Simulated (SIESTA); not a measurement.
A run of SIESTA 5.4.2 is set up as follows.

ZnS.fdf

```
SystemName                      ZnS
SystemLabel                     ZnS
NumberOfSpecies                 2
NumberOfAtoms                   2
%block ChemicalSpeciesLabel
  1  30 Zn
  2  16 S
%endblock ChemicalSpeciesLabel

LatticeConstant                 1.0 Ang
%block LatticeVectors
     0.0000000000     2.7020000000     2.7020000000
     2.7020000000     0.0000000000     2.7020000000
     2.7020000000     2.7020000000     0.0000000000
%endblock LatticeVectors
AtomicCoordinatesFormat         Fractional
%block AtomicCoordinatesAndAtomicSpecies
     0.7397190000     0.7437320000     0.7477960000  1  Zn
    -0.0090390000     0.0118540000    -0.0118510000  2  S
%endblock AtomicCoordinatesAndAtomicSpecies

%block kgrid.MonkhorstPack
    9   0   0  0.0
    0   9   0  0.0
    0   0   9  0.0
%endblock kgrid.MonkhorstPack
XC.Functional                   GGA
XC.Authors                      PBE
PAO.BasisSize                   DZP
PAO.EnergyShift                 0.002 Ry
Mesh.Cutoff                     800 Ry
OccupationFunction              FD
ElectronicTemperature           0.05 eV
MaxSCFIterations                120
SCF.MustConverge                false
SCF.Mixer.Method                Pulay
SCF.Mixer.Weight                0.25
SCF.Mixer.History               8
SCF.DM.Tolerance                5.0e-05
SCF.H.Tolerance                 1.0e-03 eV
WriteForces                     true
Charge.Mulliken                 end
```

Potentials or basis: PseudoDojo 0.4 standard (PBE files), DZP (energy shift 0.002 Ry).

Run with:

```bash
$ siesta < ZnS.fdf > ZnS.out 2>&1
```

Q: What does it give for the band gap on the k mesh?

A: 2.71 eV, direct.

Q: Predict the largest force.

A: 0.449 eV/Å.

Stress tensor (GPa, compression positive):
```
 3.76 -1.66  0.83
-1.66  3.76 -0.83
 0.83 -0.83  3.66
```

Caveat: semicore shells carry a single zeta, which can move pressures by several GPa and volumes by a few percent; the valence orbitals were made in a potential fitted to the semicore shell under them, which widens gaps by tenths of an eV or more; the basis of atomic orbitals isn't converged, which shifts pressures, moduli and gaps.
